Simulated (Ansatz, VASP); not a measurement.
# Two plane-wave programs on Au

```
CELL_PARAMETERS angstrom
2.82318 0.00000 0.00000
-1.41159 2.44495 0.00000
0.00000 0.00000 2.80481
ATOMIC_POSITIONS crystal
Au 0.00000 0.00000 0.50000
```

Alike in both runs: functional PBE; k mesh 24 × 24 × 20; occupations gaussian, width 0.1 eV; no spin polarisation.

Ansatz relaxed the structure, and its values are those at the end. VASP's run is a single point on that final structure, the one shown.

|  | VASP | Ansatz |
| --- | --- | --- |
| version | VASP 6.6.1 | Ansatz 0.2.0 |
| potentials or method | VASP PAW PBE potentials, release 64 (Au) | scalar-relativistic, plane waves, PAW |
| plane-wave cutoff (eV) | 520 | 420 |
| valence electrons in the cell | 11 | 19 |

```csv
,VASP,Ansatz,Ansatz less VASP
gap on the k mesh at the Fermi level (eV),none,none,-
pressure (GPa),-0.2,0.0,+0.16
```

A gap of «none» marks a metal or a gap that the smearing closes. The two sets of potentials don't hold the same shells in valence.

Spin-orbit coupling is left out, which matters for the levels of Au.
